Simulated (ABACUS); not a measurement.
# MnS (F-43m) in ABACUS: a series of runs

Runs on MnS. Level: PBE. Tasks: equation of state.

Everything below comes from runs of ABACUS 3.10.1. Logs are shortened: lines on timing, memory, paths and dates and some standing lists are left out, and cuts for length are marked.

### Step 1. Starting point

The structure is cubic, space group F-43m (No. 216). Conventional cell: a = 4.947 Å, b = 4.947 Å, c = 4.947 Å, α = 90.00°, β = 90.00°, γ = 90.00°. Mn (site symmetry -43m) has 4 S at 2.14 Å as nearest neighbours. Around S (site symmetry -43m) lie 4 Mn at 2.14 Å.

The cell is a database's computed one.

### Step 2. Equation of state, PBE, collinear spin, ferromagnetic start, 14.22 Å³/atom (volume scaled by 0.94)

The input, INPUT:

```
INPUT_PARAMETERS
suffix              MnS
calculation         scf
basis_type          lcao
pseudo_dir          ./
orbital_dir         ./
symmetry            1
dft_functional      pbe
ecutwfc             100
pseudo_rcut         10
nspin               2
nbands              17
ks_solver           genelpa
smearing_method     fd
smearing_sigma      0.00367493
scf_thr             1e-07
scf_nmax            100
mixing_type         broyden
mixing_beta         0.4
cal_force           1
cal_stress          1
out_mul             1
```

The input, STRU:

```
ATOMIC_SPECIES
Mn 54.9380 Mn.upf
S 32.0600 S.upf

NUMERICAL_ORBITAL
Mn_confined-atom_7au_3s2p2d1f.orb
S_confined-atom_7au_2s2p1d.orb

LATTICE_CONSTANT
1.8897261246

LATTICE_VECTORS
0.0000000000 2.4229704058 2.4229704058
2.4229704058 0.0000000000 2.4229704058
2.4229704058 2.4229704058 0.0000000000

ATOMIC_POSITIONS
Direct

Mn
0.0
1
0.0000000000 0.0000000000 0.0000000000 1 1 1 mag 4

S
0.0
1
0.7500000000 0.7500000000 0.7500000000 1 1 1 mag 0
```

The input, KPT:

```
K_POINTS
0
Gamma
9 9 9 0 0 0
```

Potentials or basis: PseudoDojo NC SR 0.4.1 PBE standard, DZP LCAO (the cutoffs set its grid).

On the command line:

```
OMP_NUM_THREADS=1 mpirun -np 4 abacus > log
```

running log:

```text
ABACUS v3.10.1

               Atomic-orbital Based Ab-initio Computation at UStc

 ------------------------------------------------------------------------------------

 READING GENERAL INFORMATION
                           global_out_dir = OUT.MnS/
                           global_in_card = INPUT
                               pseudo_dir = ./
                              orbital_dir = ./
                                    DSIZE = 4
                                    GSIZE = 1

 READING UNITCELL INFORMATION
                                    ntype = 2
                  lattice constant (Bohr) = 1.88973
              lattice constant (Angstrom) = 1

 READING ATOM TYPE 1
                               atom label = Mn
                      L=0, number of zeta = 3
                      L=1, number of zeta = 2
                      L=2, number of zeta = 2
                      L=3, number of zeta = 1
             number of atom for this type = 1
               magnetization of element 1 = 4

 READING ATOM TYPE 2
                               atom label = S
                      L=0, number of zeta = 2
                      L=1, number of zeta = 2
                      L=2, number of zeta = 1
             number of atom for this type = 1
               magnetization of element 2 = 0

                        TOTAL ATOM NUMBER = 2
DIRECT COORDINATES
    atom                   x                   y                   z     mag                  vx                  vy                  vz
taud_Mn1            0.0000000000        0.0000000000        0.0000000000  4.0000        0.0000000000        0.0000000000        0.0000000000
taud_S1            0.7500000000        0.7500000000        0.7500000000  0.0000        0.0000000000        0.0000000000        0.0000000000

                          Volume (Bohr^3) = 191.987
                             Volume (A^3) = 28.4494

 Lattice vectors: (Cartesian coordinate: in unit of a_0)
                   +0            +2.42297            +2.42297
             +2.42297                  +0            +2.42297
             +2.42297            +2.42297                  +0
 Reciprocal vectors: (Cartesian coordinate: in unit of 2 pi/a_0)
            -0.206358           +0.206358           +0.206358
            +0.206358           -0.206358           +0.206358
            +0.206358           +0.206358           -0.206358
 The esolver type has been set to : ksdft_lcao

                PAO radial cut off (Bohr) = 10

 Read in pseudopotential file is Mn.upf
                     pseudopotential type = NC
          exchange-correlation functional = PBE
                 nonlocal core correction = 1
                        valence electrons = 15
                                     lmax = 2
                           number of zeta = 4
                     number of projectors = 6
                           L of projector = 0
[... 5 lines left out ...]
                PAO radial cut off (Bohr) = 10

 Read in pseudopotential file is S.upf
                     pseudopotential type = NC
          exchange-correlation functional = PBE
                 nonlocal core correction = 1
                        valence electrons = 6
                                     lmax = 2
                           number of zeta = 2
                     number of projectors = 6
                           L of projector = 0
                           L of projector = 0
                           L of projector = 1
                           L of projector = 1
                           L of projector = 2
                           L of projector = 2
     initial pseudo atomic orbital number = 14
 The readin total magnetization is 4

 SETUP THE ELECTRONS NUMBER
            electron number of element Mn = 15
      total electron number of element Mn = 15
             electron number of element S = 6
       total electron number of element S = 6
            AUTOSET number of electrons:  = 21
                           occupied bands = 11
[... 52 lines left out ...]
 SELF-CONSISTENT
 -------------------------------------------

 SETUP SEARCHING RADIUS FOR PROGRAM TO SEARCH ADJACENT ATOMS
                  longest orb rcut (Bohr) = 7
   longest nonlocal projector rcut (Bohr) = 1.66
                     search radius (Bohr) = 17.3
              searching radius is (Bohr)) = 17.3
         searching radius unit is (Bohr)) = 1.89
                         PeriodicBoundary = 1
                        Radius(unit:lat0) = 9.17
                                   glayer = [ 5, 5, 5 ]
                             glayer_minus = [ 4, 4, 4 ]

Find the coordinate range of the input atom(unit:lat0).
                                  min_tau = [ -19.4, -19.4, -19.4 ]
                                  max_tau = [ 23, 23, 23 ]
                                BoxNumber = [ 9, 9, 9 ]

 SETUP EXTENDED REAL SPACE GRID FOR GRID INTEGRATION
                          real space grid = [ 45, 45, 45 ]
                 big cell numbers in grid = [ 15, 15, 15 ]
             meshcell numbers in big cell = [ 3, 3, 3 ]
                        extended fft grid = [ 20, 20, 20 ]
                dimension of extened grid = [ 56, 56, 56 ]
                            UnitCellTotal = 125
              Atom number in sub-FFT-grid = 2
    Local orbitals number in sub-FFT-grid = 39
                                ParaV.nnr = 29598
                                 init_chg = atomic

 LCAO ALGORITHM --------------- ION=   1  ELEC=   1--------------------------------
          total magnetism (Bohr mag/cell) = 2.90139
       absolute magnetism (Bohr mag/cell) = 2.954
                        nelec for spin up = 11.9507
                      nelec for spin down = 9.0493
[... 301 lines left out ...]
 Density error is 5.62104932527e-08
----------------------------------------------------------
     Energy           Rydberg                 eV
----------------------------------------------------------
 E_KohnSham     -239.9135608858      -3264.1914555166
 E_KS(sigma->0) -239.9128861156      -3264.1822747974
 E_Harris       -239.9135625145      -3264.1914776758
 E_band         -17.6515170904       -240.1612107733
 E_one_elec     -121.6682623742      -1655.3816340478
 E_Hartree      71.3305469118        970.5018794568
 E_xc           -43.1374402629       -586.9149847102
 E_Ewald        -146.4370556201      -1992.3783547769
 E_entropy(-TS) -0.0013495404        -0.0183614385
 E_descf        0.0000000000         0.0000000000
 E_exx          0.0000000000         0.0000000000
 E_Fermi        0.9413406278         12.8075962966
----------------------------------------------------------

 charge density convergence is achieved
 final etot is -3264.1914555 eV
 EFERMI = 12.807596297 eV

 STATE ENERGY(eV) AND OCCUPATIONS    NSPIN == 2
SPIN UP :
 1/35 kpoint (Cartesian) = 0.0000 0.0000 0.0000 (831 pws)
       1       -66.1731     0.00137174
       2       -35.0113     0.00137174
       3       -35.0113     0.00137174
       4       -35.0113     0.00137174
       5       -2.92667     0.00137174
       6        7.76340     0.00137174
[... 9 lines left out ...]
      16        20.7952    5.72007e-73
[... 82 lines left out ...]
       4       -35.0129     0.00823045
       5       -2.73880     0.00823045
       6        7.46012     0.00823045
[... 9 lines left out ...]
      16        21.4559    6.26405e-78
      17        21.4559    6.26405e-78

[... levels at 64 further k points ...]

-------------------------------------------------
 Total Magnetism (uB)
-------------------------------------------------
                        Mn1         0.2561923066
                         S1        -0.0166328567
-------------------------------------------------

 correction force for each atom along direction 1 is 0.342694
 correction force for each atom along direction 2 is 0.181684
 correction force for each atom along direction 3 is 0.209190
------------------------------------------------------------------------------------------
 TOTAL-FORCE (eV/Angstrom)
------------------------------------------------------------------------------------------
                       Mn1         0.0000000000         0.0000000000         0.0000000000
                        S1         0.0000000000         0.0000000000         0.0000000000
------------------------------------------------------------------------------------------

----------------------------------------------------------------
 TOTAL-STRESS (KBAR)
----------------------------------------------------------------
       163.9267884905         0.0000000000        -0.0000000000
        -0.0000000000       163.9267884905        -0.0000000000
         0.0000000000        -0.0000000000       163.9267884905
----------------------------------------------------------------
 TOTAL-PRESSURE: 163.926788 KBAR

 --------------------------------------------
 !FINAL_ETOT_IS -3264.1914555166226819 eV
 --------------------------------------------
```

Run time: 19 s. Hardware: 4 MPI ranks of INTEL XEON PLATINUM 8581C at 2.30GHz (Emerald Rapids), shared host; peak memory 0.44 GiB.

What came out:

| Item | Value |
| --- | --- |
| Free energy | -3264.1915 eV |
| Pressure | 16.4 GPa |
| Band gap on the k mesh | none (metal or under the smearing width) |
| Net moment | 0.24 μB per cell |
| Absolute moment | 0.26 μB per cell |
| Site moments | Mn +0.26; S -0.02 μB |
| Mulliken charges | Mn +0.08; S -0.08 e |

Caveat: the atomic orbitals were generated for these runs and aren't a published set; Mulliken charges move with the basis; the moment fell far below its start of 4 μB, so a state of higher moment may lie lower in energy; the basis of atomic orbitals isn't converged, which shifts pressures, moduli and gaps; semilocal functionals often make such compounds metallic where correlation or magnetic order opens a gap, which also shifts bond lengths.

### Step 3. Equation of state, PBE, collinear spin, ferromagnetic start, 14.53 Å³/atom (volume scaled by 0.96)

INPUT is that of step 2.

STRU: that of step 2 with these lines changed.

```diff
@@ -12,5 +12,5 @@
 LATTICE_VECTORS
-0.0000000000 2.4229704058 2.4229704058
-2.4229704058 0.0000000000 2.4229704058
-2.4229704058 2.4229704058 0.0000000000
+0.0000000000 2.4400341398 2.4400341398
+2.4400341398 0.0000000000 2.4400341398
+2.4400341398 2.4400341398 0.0000000000
```

KPT is that of step 2.

Potentials or basis: PseudoDojo NC SR 0.4.1 PBE standard, DZP LCAO (the cutoffs set its grid).

On the command line:

```
OMP_NUM_THREADS=1 mpirun -np 4 abacus > log
```

Wall time 25 s (4 MPI ranks of INTEL XEON PLATINUM 8581C at 2.30GHz (Emerald Rapids), shared host); peak memory 0.48 GiB.

Results (log left out):

```
Free energy            : -3264.2459 eV
Pressure               : 12.4 GPa
Band gap on the k mesh : none (metal or under the smearing width)
Net moment             : -0.26 μB per cell
Absolute moment        : 0.28 μB per cell
Site moments           : Mn -0.28; S +0.02 μB
Mulliken charges       : Mn +0.07; S -0.07 e
```

Caveat: the atomic orbitals were generated for these runs and aren't a published set; Mulliken charges move with the basis; the moment fell far below its start of 4 μB, so a state of higher moment may lie lower in energy; the basis of atomic orbitals isn't converged, which shifts pressures, moduli and gaps; semilocal functionals often make such compounds metallic where correlation or magnetic order opens a gap, which also shifts bond lengths.

### Step 4. Equation of state, PBE, collinear spin, ferromagnetic start, 14.83 Å³/atom (volume scaled by 0.98)

INPUT is that of step 3.

STRU: that of step 3 with these lines changed.

```diff
@@ -12,5 +12,5 @@
 LATTICE_VECTORS
-0.0000000000 2.4400341398 2.4400341398
-2.4400341398 0.0000000000 2.4400341398
-2.4400341398 2.4400341398 0.0000000000
+0.0000000000 2.4568624933 2.4568624933
+2.4568624933 0.0000000000 2.4568624933
+2.4568624933 2.4568624933 0.0000000000
```

KPT is that of step 3.

On the command line:

```
OMP_NUM_THREADS=1 mpirun -np 4 abacus > log
```

Run time: 18 s. Hardware: 4 MPI ranks of INTEL XEON PLATINUM 8581C at 2.30GHz (Emerald Rapids), shared host; peak memory 0.44 GiB.

Results (log left out):

- Free energy: -3264.2857 eV
- Pressure: 8.8 GPa
- Band gap on the k mesh: none (metal or under the smearing width)
- Net moment: -0.27 μB per cell
- Absolute moment: 0.30 μB per cell
- Site moments: Mn -0.30; S +0.02 μB
- Mulliken charges: Mn +0.07; S -0.07 e

Caveat: the atomic orbitals were generated for these runs and aren't a published set; Mulliken charges move with the basis; the moment fell far below its start of 4 μB, so a state of higher moment may lie lower in energy; the basis of atomic orbitals isn't converged, which shifts pressures, moduli and gaps; semilocal functionals often make such compounds metallic where correlation or magnetic order opens a gap, which also shifts bond lengths.

### Step 5. Equation of state, PBE, collinear spin, ferromagnetic start, 15.13 Å³/atom

INPUT is that of step 4.

STRU: that of step 4 with these lines changed.

```diff
@@ -12,5 +12,5 @@
 LATTICE_VECTORS
-0.0000000000 2.4568624933 2.4568624933
-2.4568624933 0.0000000000 2.4568624933
-2.4568624933 2.4568624933 0.0000000000
+0.0000000000 2.4734634191 2.4734634191
+2.4734634191 0.0000000000 2.4734634191
+2.4734634191 2.4734634191 0.0000000000
```

KPT is that of step 4.

On the command line:

```
OMP_NUM_THREADS=1 mpirun -np 4 abacus > log
```

It took 18 s on 4 MPI ranks of INTEL XEON PLATINUM 8581C at 2.30GHz (Emerald Rapids), shared host; peak memory 0.44 GiB.

Results (log left out):

* Free energy: -3264.3128 eV
* Pressure: 5.6 GPa
* Band gap on the k mesh: none (metal or under the smearing width)
* Net moment: -0.29 μB per cell
* Absolute moment: 0.32 μB per cell
* Site moments: Mn -0.32; S +0.02 μB
* Mulliken charges: Mn +0.06; S -0.06 e

Caveat: the atomic orbitals were generated for these runs and aren't a published set; Mulliken charges move with the basis; the moment fell far below its start of 4 μB, so a state of higher moment may lie lower in energy; the basis of atomic orbitals isn't converged, which shifts pressures, moduli and gaps; semilocal functionals often make such compounds metallic where correlation or magnetic order opens a gap, which also shifts bond lengths.

### Step 6. Equation of state, PBE, collinear spin, ferromagnetic start, 15.44 Å³/atom (volume scaled by 1.02)

INPUT is that of step 5.

STRU: that of step 5 with these lines changed.

```diff
@@ -12,5 +12,5 @@
 LATTICE_VECTORS
-0.0000000000 2.4734634191 2.4734634191
-2.4734634191 0.0000000000 2.4734634191
-2.4734634191 2.4734634191 0.0000000000
+0.0000000000 2.4898444489 2.4898444489
+2.4898444489 0.0000000000 2.4898444489
+2.4898444489 2.4898444489 0.0000000000
```

KPT is that of step 5.

Potentials or basis: PseudoDojo NC SR 0.4.1 PBE standard, DZP LCAO (the cutoffs set its grid).

On the command line:

```
OMP_NUM_THREADS=1 mpirun -np 4 abacus > log
```

It took 18 s on 4 MPI ranks of INTEL XEON PLATINUM 8581C at 2.30GHz (Emerald Rapids), shared host; peak memory 0.48 GiB.

It converged, with:

```
Free energy            : -3264.3281 eV
Pressure               : 2.7 GPa
Band gap on the k mesh : none (metal or under the smearing width)
Net moment             : 0.32 μB per cell
Absolute moment        : 0.35 μB per cell
Site moments           : Mn +0.34; S -0.03 μB
Mulliken charges       : Mn +0.06; S -0.06 e
```

Caveat: the atomic orbitals were generated for these runs and aren't a published set; Mulliken charges move with the basis; the moment fell far below its start of 4 μB, so a state of higher moment may lie lower in energy; the basis of atomic orbitals isn't converged, which shifts pressures, moduli and gaps; semilocal functionals often make such compounds metallic where correlation or magnetic order opens a gap, which also shifts bond lengths.

### Step 7. Equation of state, PBE, collinear spin, ferromagnetic start, 15.74 Å³/atom (volume scaled by 1.04)

The moment here breaks from that of the other volumes: this run ended in another magnetic state.

INPUT is that of step 6.

STRU: that of step 6 with these lines changed.

```diff
@@ -12,5 +12,5 @@
 LATTICE_VECTORS
-0.0000000000 2.4898444489 2.4898444489
-2.4898444489 0.0000000000 2.4898444489
-2.4898444489 2.4898444489 0.0000000000
+0.0000000000 2.5060127231 2.5060127231
+2.5060127231 0.0000000000 2.5060127231
+2.5060127231 2.5060127231 0.0000000000
```

KPT is that of step 6.

On the command line:

```
OMP_NUM_THREADS=1 mpirun -np 4 abacus > log
```

Wall time 50 s (4 MPI ranks of INTEL XEON PLATINUM 8581C at 2.30GHz (Emerald Rapids), shared host); peak memory 0.48 GiB.

The run converged. Its results:

| Property | Result |
| --- | --- |
| Free energy | -3264.2893 eV |
| Pressure | 8.6 GPa |
| Band gap on the k mesh | none (metal or under the smearing width) |
| Net moment | 1.94 μB per cell |
| Absolute moment | 2.08 μB per cell |
| Site moments | Mn +2.08; S -0.14 μB |
| Mulliken charges | Mn +0.09; S -0.09 e |

Caveat: the atomic orbitals were generated for these runs and aren't a published set; Mulliken charges move with the basis; the basis of atomic orbitals isn't converged, which shifts pressures, moduli and gaps; a cell with one magnetic atom can't hold antiferromagnetic order, which such compounds often take; semilocal functionals often make such compounds metallic where correlation or magnetic order opens a gap, which also shifts bond lengths.

### Step 8. Equation of state, PBE, collinear spin, ferromagnetic start, 16.04 Å³/atom (volume scaled by 1.06)

The moment here breaks from that of the other volumes: this run ended in another magnetic state.

INPUT is that of step 7.

STRU: that of step 7 with these lines changed.

```diff
@@ -12,5 +12,5 @@
 LATTICE_VECTORS
-0.0000000000 2.5060127231 2.5060127231
-2.5060127231 0.0000000000 2.5060127231
-2.5060127231 2.5060127231 0.0000000000
+0.0000000000 2.5219750179 2.5219750179
+2.5219750179 0.0000000000 2.5219750179
+2.5219750179 2.5219750179 0.0000000000
```

KPT is that of step 7.

On the command line:

```
OMP_NUM_THREADS=1 mpirun -np 4 abacus > log
```

Wall time 10 s (4 MPI ranks of INTEL XEON PLATINUM 8581C at 2.30GHz (Emerald Rapids), shared host); peak memory 0.44 GiB.

It converged, with:

```yaml
Free_energy: -3264.3462 eV
Pressure: 15.8 GPa
Band_gap_on_the_k_mesh: none (metal or under the smearing width)
Net_moment: 2.98 μB per cell
Absolute_moment: 3.04 μB per cell
Site_moments: Mn +3.08; S -0.10 μB
Mulliken_charges: Mn +0.14; S -0.14 e
```

Caveat: the atomic orbitals were generated for these runs and aren't a published set; Mulliken charges move with the basis; the basis of atomic orbitals isn't converged, which shifts pressures, moduli and gaps; a cell with one magnetic atom can't hold antiferromagnetic order, which such compounds often take; semilocal functionals often make such compounds metallic where correlation or magnetic order opens a gap, which also shifts bond lengths.

### Step 9. Equation of state, PBE, collinear spin, ferromagnetic start

Potentials or basis: PseudoDojo NC SR 0.4.1 PBE standard, DZP LCAO (the cutoffs set its grid).

This step only gathers the single runs of the series.

Results:

* Equilibrium volume: outside the volumes run

Energy against volume, from the lowest point:
```tsv
volume (Å³/atom)	energy (meV/atom)
14.225	77.39
14.527	50.17
14.830	30.27
15.133	16.73
15.435	9.04
15.738	28.48
16.041	0.00
```

Caveat: the atomic orbitals were generated for these runs and aren't a published set; the basis of atomic orbitals isn't converged, which shifts pressures, moduli and gaps.
